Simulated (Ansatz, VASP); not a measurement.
**GaP: VASP beside Ansatz**

One calculation is typed for both programs; each brings its own data sets and cutoff. How far apart do they land? The cell is taken from a series of VASP runs on this material, whose earlier steps may have relaxed, scaled or displaced it; both programs get it as it stands.

Calculated with Ansatz 0.2.0; plane waves, with VASP 6.6.1 beside it; relaxation of cell and atoms at LDA.

**1. Starting point**

It takes space group F-43m (No. 216, cubic). Conventional cell: a = 5.392 Å, b = 5.392 Å, c = 5.392 Å, α = 90.00°, β = 90.00°, γ = 90.00°. Nearest to Ga lie 4 P at 2.33 Å. Nearest to P lie 4 Ga at 2.33 Å. Farther neighbours are not listed.

**2. VASP: relaxation of cell and atoms, LDA**

The relaxed volume is the usual yardstick between codes: its relative difference is about their pressure difference at one cell divided by the bulk modulus.

Lines of VASP's logs that name or quote its potential files are left out, and so is its time.

INCAR

```
SYSTEM = GaP
PREC = Accurate
ENCUT = 450
EDIFF = 1E-06
NELM = 100
ISMEAR = 0
SIGMA = 0.03
LREAL = .FALSE.
ALGO = Normal
GGA = CA
NBANDS = 15
LORBIT = 11
LWAVE = .FALSE.
LCHARG = .FALSE.
KPAR = 4
IBRION = 2
NSW = 50
ISIF = 3
EDIFFG = -0.006
```

POSCAR

```
GaP
1.0
    0.0000000000      2.6961927925      2.6961927925
    2.6961927925      0.0000000000      2.6961927925
    2.6961927925      2.6961927925      0.0000000000
Ga P
1 1
Direct
    0.0000000000      0.0000000000      0.0000000000
    0.7500000000      0.7500000000      0.7500000000
```

KPOINTS

```
Automatic mesh
0
Gamma
8 8 8
0 0 0
```

PAW data sets: Ga_d and P (LDA family, release 64).

Command:

```
$ mpirun -np 4 vasp_std
```

Numbers of over 12 decimals in the logs are rounded to 6 here.

The program printed:

```text
[banner, memory and clock lines left out]
running    4 mpi-ranks, on    1 nodes
 distrk:  each k-point on    1 cores,    4 groups
 distr:  one band on    1 cores,    1 groups

 POSCAR found type information on POSCAR GaP
 POSCAR found :  2 types and       2 ions
 LDA part: xc-table for (Slater(with rela. corr.)+CA(PZ))
 , standard interpolation
 POSCAR, INCAR and KPOINTS ok, starting setup
 FFT: planning ... GRIDC
 FFT: planning ... GRID_SOFT
 FFT: planning ... GRID
 WAVECAR not read
 entering main loop
       N       E                     dE             d eps       ncg     rms          rms(c)
DAV:   1     0.744653707169E+02    0.74465E+02   -0.85208E+03   902   0.163E+03
DAV:   2    -0.490935773619E+01   -0.79375E+02   -0.75321E+02  1011   0.294E+02
DAV:   3    -0.106907173874E+02   -0.57814E+01   -0.57639E+01  1066   0.662E+01
DAV:   4    -0.107824762067E+02   -0.91759E-01   -0.91742E-01  1085   0.925E+00
DAV:   5    -0.107843320632E+02   -0.18559E-02   -0.18558E-02  1129   0.112E+00    0.449E+00
DAV:   6    -0.105055911409E+02    0.27874E+00   -0.38822E-01  1326   0.113E+01    0.290E+00
DAV:   7    -0.104549680773E+02    0.50623E-01   -0.94226E-02  1140   0.224E+00    0.107E+00
DAV:   8    -0.104503298016E+02    0.46383E-02   -0.12364E-02  1095   0.129E+00    0.210E-01
DAV:   9    -0.104502924473E+02    0.37354E-04   -0.10478E-03  1279   0.425E-01    0.638E-02
DAV:  10    -0.104502897931E+02    0.26543E-05   -0.52845E-05  1349   0.888E-02    0.252E-02
DAV:  11    -0.104502958885E+02   -0.60954E-05   -0.88604E-06  1096   0.447E-02    0.748E-03
DAV:  12    -0.104502956738E+02    0.21463E-06   -0.47080E-07   736   0.814E-03
   1 F= -.10450296E+02 E0= -.10450296E+02  d E =-.104503E+02
[...]
2 F= -.10450291E+02 E0= -.10450291E+02  d E =0.477281E-05
[...]
3 F= -.10450296E+02 E0= -.10450296E+02  d E =-.562371E-06
[...]
4 F= -.10450295E+02 E0= -.10450295E+02  d E =0.111740E-05
 curvature:  -0.10 expect dE=-0.222E-05 dE for cont linesearch -0.222E-05
 ZBRENT: interpolating
 opt :   0.5231  next Energy=   -10.450296 (dE=-0.533E-07)
 bond charge predicted
       N       E                     dE             d eps       ncg     rms          rms(c)
DAV:   1    -0.104502981220E+02   -0.33528E-05   -0.31716E-05  1115   0.111E-01    0.955E-03
DAV:   2    -0.104502960111E+02    0.21109E-05   -0.35267E-06   814   0.443E-02    0.425E-03
DAV:   3    -0.104502955097E+02    0.50148E-06   -0.48645E-07   477   0.145E-02
   5 F= -.10450296E+02 E0= -.10450296E+02  d E =0.164182E-06
 curvature:  -0.05 expect dE=-0.258E-06 dE for cont linesearch -0.258E-06
 trial: gam=-0.22016 g(F)=  0.367E-46 g(S)=  0.515E-05 ort = 0.766E-05 (trialstep = 0.905E+00)
 search vector abs. value=  0.233E-05
 reached required accuracy - stopping structural energy minimisation
```

From OUTCAR (step 2):

```text
ion  position               nearest neighbor table
   1  0.000  0.000  0.000-   2 2.33   2 2.33   2 2.33   2 2.33
   2  0.750  0.750  0.750-   1 2.33   1 2.33   1 2.33   1 2.33

  LATTYP: Found a face centered cubic cell.
 ALAT       =     5.3923855850

 Subroutine GETGRP returns: Found 24 space group operations
 (whereof 24 operations were pure point group operations)

The static configuration has the point symmetry T_d .

 Found     29 irreducible k-points:

   k-points           NKPTS =     29   k-points in BZ     NKDIM =     29   number of bands    NBANDS=     15

   dimension x,y,z NGX =    28 NGY =   28 NGZ =   28
   dimension x,y,z NGXF=    56 NGYF=   56 NGZF=   56

   ENCUT  =  450.0 eV  33.07 Ry    5.75 a.u.   6.60  6.60  6.60*2*pi/ulx,y,z

   NELECT =      18.0000    total number of electrons

 k-points in reciprocal lattice and weights: Automatic mesh
   0.00000000  0.00000000  0.00000000       0.002
   0.12500000  0.00000000  0.00000000       0.016
   0.25000000  0.00000000  0.00000000       0.016
   0.37500000  0.00000000  0.00000000       0.016
   0.50000000  0.00000000  0.00000000       0.008
   0.12500000  0.12500000  0.00000000       0.012
   0.25000000  0.12500000  0.00000000       0.047
   0.37500000  0.12500000  0.00000000       0.047
   0.50000000  0.12500000  0.00000000       0.047
[...]
-0.37500000  0.50000000  0.12500000       0.023
  -0.25000000  0.50000000  0.25000000       0.012

 average (electrostatic) potential at core
       1 -66.2637       2 -84.3085

 E-fermi :   4.9747

 k-point     1 :       0.0000    0.0000    0.0000
  band No.  band energies     occupation
    ...
      5      -9.8107      2.00000
      6      -7.9123      2.00000
      7       4.8474      2.00000
      8       4.8474      2.00000
      9       4.8474      2.00000
     10       6.7559      0.00000
     11       8.6306      0.00000
     12       8.6306      0.00000
     13       8.6306      0.00000
     14      13.4873      0.00000
    ...

 k-point     2 :       0.1250    0.0000    0.0000
  band No.  band energies     occupation
    ...
      5      -9.8107      2.00000
      6      -7.7012      2.00000
      7       3.1710      2.00000
      8       4.6010      2.00000
      9       4.6010      2.00000
     10       7.3228      0.00000
     11       8.9989      0.00000
     12       8.9989      0.00000
     13       9.2724      0.00000
     14      14.0086      0.00000
    ...

 k-point     3 :       0.2500    0.0000    0.0000
  band No.  band energies     occupation
    ...
      5      -9.8093      2.00000
      6      -7.1009      2.00000
      7       0.8441      2.00000
      8       4.1441      2.00000
      9       4.1441      2.00000
     10       6.9643      0.00000
     11       9.5192      0.00000
     12       9.5192      0.00000
     13      11.2069      0.00000
     14      13.8094      0.00000
    ...

  Total       -0.0084380     -0.0084380     -0.0084380      0.0000000      0.0000000     -0.0000000
  in kB       -0.3450432     -0.3450432     -0.3450432      0.0000000      0.0000000     -0.0000000
  external PRESSURE =      -0.3450432 kB  Pullay stress =       0.0000000 kB

  energy-cutoff  :      450.00
  volume of cell :       39.18
      direct lattice vectors                 reciprocal lattice vectors
     0.000000000  2.695766111  2.695766111    -0.185476031  0.185476031  0.185476031
     2.695766111 -0.000000000  2.695766111     0.185476031 -0.185476031  0.185476031
     2.695766111  2.695766111  0.000000000     0.185476031  0.185476031 -0.185476031

 POSITION                                       TOTAL-FORCE (eV/Angst)
 -----------------------------------------------------------------------------------
      0.00000      0.00000      0.00000        -0.000000     -0.000000     -0.000000
      4.04365      4.04365      4.04365         0.000000      0.000000      0.000000
 -----------------------------------------------------------------------------------
    total drift:                               -0.000000     -0.000000     -0.000000

  FREE ENERGIE OF THE ION-ELECTRON SYSTEM (eV)
  ---------------------------------------------------
  free  energy   TOTEN  =       -10.4502955097 eV

  energy  without entropy=      -10.4502955097  energy(sigma->0) =      -10.45029551

 reached required accuracy - stopping structural energy minimisation

 total charge
# of ion       s       p       d       tot
------------------------------------------
    1        0.877   0.896  10.018  11.791
    2        1.022   1.534   0.000   2.557
--------------------------------------------------
tot          1.900   2.430  10.018  14.348

[... 3 further parts left out ...]
```

CONTCAR:

```
GaP
   1.00000000000000
     0.0000000000000000    2.6957661111574991    2.6957661111574991
     2.6957661111574991   -0.0000000000000000    2.6957661111574991
     2.6957661111574991    2.6957661111574991    0.0000000000000000
  Ga              P
     1     1
Direct
     0.0000000000000000    0.0000000000000000    0.0000000000000000
     0.7500000000000000    0.7500000000000000    0.7500000000000000
```

**3. Ansatz: relaxation of cell and atoms, LDA**

Ansatz runs on its default PAW (the set named soft_2) files.

The same cell, functional (in two slightly different forms), mesh and smearing now go to Ansatz, which takes its cutoff from its data sets.

input.yaml

```yaml
crystal:
  lattice:
    - [0.0, 2.6961927925, 2.6961927925]
    - [2.6961927925, 0.0, 2.6961927925]
    - [2.6961927925, 2.6961927925, 0.0]
  atoms:
    - { symbol: Ga, position: [0.0, 0.0, 0.0] }
    - { symbol: P, position: [0.75, 0.75, 0.75] }
hamiltonian:
  xc: lda
  pseudopotentials: { kind: paw }
kpoints:
  mp_grid: { grid: [8, 8, 8] }
scf:
  occupations: { method: gaussian, width: 0.03 }
relax:
  f_tol: 0.01
  max_steps: 60
  cell: { stress_tol: 0.05 }
output:
  forces: true
  stress: true
```

Command:

```
$ ansatz run input.yaml --threads 4 --pin off --max-ram 9216MiB --backend cpu --events-out ev --progress --plain --runs-dir out
```

The program printed:

```text
Engine: ansatz 0.2.0, aarch64-unknown-linux-gnu
Pseudopotentials: kind: paw
Pseudopotential: Ga, paw, valence charge 13, recommended cutoff 420 eV (normal), Ga.paw.azcp
Pseudopotential: P, paw, valence charge 5, recommended cutoff 420 eV (normal), P.paw.azcp
Functional definition: SPW92
  exchange = slater_x
  correlation = pw_c
Crystal: 2 atoms, lattice volume = 39.200 Å³
Basis set: ecut = 420 eV, 749 PW (Γ)
Bands: 13, of which v1, the nominal top of the filled ones, is band 9 counted from 1 (8 counted from 0)
Symmetry: 24 space group operations
Space group: F-43m (ITA 216), of the structure as read, at distance tolerance 3.4e-5 Å
k-points: 29 of 512 (time reversal used)
Non-local potential: Ga, projectors of the file, l = 0: 2, l = 1: 2, l = 2: 3, l = 3: 1
Non-local potential: P, projectors of the file, l = 0: 2, l = 1: 2, l = 2: 2
PAW form: soft (Blöchl's): semilocal exchange-correlation on the pseudo side does not see the compensation charge
PAW frozen core: Ga, regenerated for the run's functional, and the local potential with it (the file was generated under x = pbe(κ = 0.804, μ = 0.219515), c = pbe(β = 0.066725))
PAW frozen core: P, regenerated for the run's functional, and the local potential with it (the file was generated under x = pbe(κ = 0.804, μ = 0.219515), c = pbe(β = 0.066725))
PAW one-centre angular grid: Ga, 590 points (default); XC on 64 Gauss nodes
PAW one-centre angular grid: P, 110 points (default); XC on 64 Gauss nodes
Initial density: superposition of atomic densities (neutral atoms: chi_scale 0, normalization atom), corrected by the library's trained network
Initial wavefunctions: pseudopotential atomic-orbital guess
Functional: x = slater, c = lda
SCF iter   1: F=—  HF=-4433.771650 eV  |F-HF|=—  |Δ(HF+E_count)|=         —  Δρ=6.36e-3  dr2=1.57e-2  ethr=1.77e-3  ⟨swp⟩=6.2  Hψ=2543  notcnv=0
preconditioner: auto → none  [insulator: Δε(μ)=1.374 eV  Ē_g=15.644 eV  σ=0.030 eV  W_gap=1.00  n_scr=14 (ndim 8)  ℏωp=25.2 eV  f_vac=0.009  D(μ)=0.00/eV (n_scr^D=0)  ε∞_Penn≈3.6]
SCF iter   2: F=—  HF=-4433.766074 eV  |F-HF|=—  |Δ(HF+E_count)|=   5.58e-3  Δρ=3.11e-3  dr2=1.61e-3  ethr=8.74e-5  ⟨swp⟩=3.1  Hψ=853  notcnv=0
SCF iter   3: F=—  HF=-4433.765659 eV  |F-HF|=—  |Δ(HF+E_count)|=   4.14e-4  Δρ=9.68e-4  dr2=2.77e-4  ethr=8.92e-6  ⟨swp⟩=2.0  Hψ=748  notcnv=0
SCF iter   4: F=—  HF=-4433.765552 eV  |F-HF|=—  |Δ(HF+E_count)|=   1.07e-4  Δρ=3.71e-4  dr2=2.38e-5  ethr=1.54e-6  ⟨swp⟩=2.0  Hψ=629  notcnv=0
SCF iter   5: F=—  HF=-4433.765551 eV  |F-HF|=—  |Δ(HF+E_count)|=   1.37e-6  Δρ=1.89e-5  dr2=9.45e-8  ethr=1.32e-7  ⟨swp⟩=3.0  Hψ=647  notcnv=0
SCF iter   6: F=-4433.765551 eV  HF=-4433.765551 eV  |F-HF|=4.28e-9  |Δ(HF+E_count)|=   1.03e-8  Δρ=3.77e-6  dr2=6.47e-9  ethr=5.25e-10  ⟨swp⟩=2.4  Hψ=1411  notcnv=0
SCF 1 converged in 6 iterations: F = -4433.765551 eV  dr2 = 6.47e-9
  greatest PAW one-centre occupation: 0.994 electrons in one spin orbital (limit 2), on the Ga atom at site 0 (counted from 0), in its partial waves of l = 2
relax step   1: F+E_penalty+E_count = -4433.76555074 eV  Δ(F+E_penalty+E_count) = +0.000e0 eV  max|allowed force component| = 2.313e-16 eV/Å  Δτ_max = 0.0000 Å  P = -0.059 GPa  Ω = 39.200 Å³  (6 SCF iters, dr2 threshold 1.00e-7 eV, accepted)
[...]
relax step   2: F+E_penalty+E_count = -4433.76556037 eV  Δ(F+E_penalty+E_count) = -9.624e-6 eV  max|allowed force component| = 9.599e-17 eV/Å  Δτ_max = 0.0000 Å  P = -0.019 GPa  Ω = 39.182 Å³  energy of the carried Pulay correction = +5.337e-6 eV  (3 SCF iters, dr2 threshold 8.79e-9 eV, accepted)
[...]
relax step   3: F+E_penalty+E_count = -4433.76554261 eV  Δ(F+E_penalty+E_count) = +1.776e-5 eV  max|allowed force component| = 7.864e-17 eV/Å  Δτ_max = 0.0000 Å  P = -0.018 GPa  Ω = 39.182 Å³  stress off target by 1.84e-2 GPa  SCF on the basis re-selected at this cell (its energy is not comparable with the rows above)  (4 SCF iters)
basis re-selected at this cell: Δ(F+E_penalty+E_count) = +1.776e-5 eV, ΔP = +0.000 GPa vs the last step (what re-selecting the basis moved, of the pressure what is left beyond the Pulay correction that the steps carried, after the strain that the cell walked since its last selection, with what the two solves' SCF thresholds leave and, on support functions, any second-order correction that the steps lacked; it is no m [...]
SCF converged after 4 iterations
Free energy (F): -4433.765543 eV
Harris-Foulkes:  -4433.765543 eV  (|F-HF|=7.28e-12)
Internal energy: -4433.765543 eV  (E = F + TS)
E sigma→0 (E₀):  -4433.765543 eV
Fermi energy:    7.975138 eV
--- Per-component energies (eV) ---
  E_band       = -58.390825
  E_kinetic    = 187.688349
  E_local      = -2183.985277  (includes V_loc(G=0)·N_el)
  E_nonlocal   = 462.042482
  E_hartree    = 1009.067562
  E_xc         = -130.657808
  E_vxc        = -120.344515  (∫ρ·V_xc dr)
  E_paw        = -2452.775720  (= ΣΔE_a)
  E_vpaw       = -421.926991  (= ΣTr[D̂ρ^β])
  E_aug_tail   = -0.000127  (compensation charges beyond the density's cutoff)
  E_ewald      = -1326.990836
  E_core_change = 1.845831  (= ΣΔE_core)
  E_smearing   = -0.000000  (= −TS)
  E_closure    = 0.000000  (closes the sum)
  Σ components = -4433.765543   (vs F -4433.765543, Δ=0.00e0)
--- Forces (eV/Å), atoms counted from 1 ---
  atom   1  Ga    -0.00000000    -0.00000000     0.00000000
  atom   2  P      0.00000000     0.00000000    -0.00000000
  max |Σ_I F_I| component: 7.17e-17 eV/Å
--- Stress (GPa, compression-positive) ---
       -0.018384       0.000000       0.000000
       -0.000000      -0.018384       0.000000
        0.000000       0.000000      -0.018384
  P = ⅓ Tr σ = -0.0184 GPa (-0.184 kbar)
--- Relaxed structure (2 steps of the walk, 2 accepted, 1 SCFs on fresh bases) ---
  F+E_penalty+E_count = -4433.76554261 eV   max|allowed force component| = 7.864e-17 eV/Å   (the final SCF, on the basis selected at the relaxed cell)
  cell:  # Å, volume = 39.1820 Å³
    - [0, 2.695788, 2.695788]
    - [2.695788, 0, 2.695788]
    - [2.695788, 2.695788, 0]
  atoms:
    - { symbol: Ga, position: [0, 0, 0] }
    - { symbol: P, position: [0.750000, 0.750000, 0.750000] }
```

Run time: 1.4 s. Hardware: 4 threads of Arm Neoverse V1, shared host; peak memory 0.32 GiB.

**4. Side by side**

Known differences besides the potentials themselves: the two LDA forms differ slightly; both relaxations stop at a tolerance, which leaves soft axes loose, and VASP keeps its plane-wave basis; the cutoff is 420 eV in Ansatz and 450 eV in VASP; VASP's log shows a relativistic correction to its local exchange, Ansatz's none; Ansatz adds a Pulay correction to the stress that steers its cell, VASP none. Total energies have different zeros and are not compared.

The two programs side by side:

```tsv
quantity	Ansatz	VASP	difference
volume (Å³)	39.18	39.18	+0.00 %
edge a after relaxation, in the typed setting (Å)	3.812	3.812	+0.00 %
```

The walks stopped with -0.02 GPa left in Ansatz and -0.03 GPa in VASP; each walk ends within a tolerance, so the volume difference is uncertain by about these residues over the bulk modulus, most in soft cells.

**5. Results**

```
difference in volume (relaxation of cell and atoms, LDA) : 0.0024 %
```

In words: The difference in volume is 0.0024 % (relaxation of cell and atoms, LDA), within the 1.2 % picked in this series as the mark of a large difference, as far as the stopping tolerances let one tell. How closely two codes agree says nothing of how well the functional describes the real material.

[Lines on the potential files, build, host, timing and source positions are cut from VASP's logs without a mark.]

[Logs are printed without paths, hosts, clocks, repeated set-up lines and the standing remarks that a program may print on its own settings, such as how far it seeks lower states.]

[Hosts, paths, dates, database ids (printed as entryN), source tags and the programs' standing remarks are cut or masked in the printed files.]
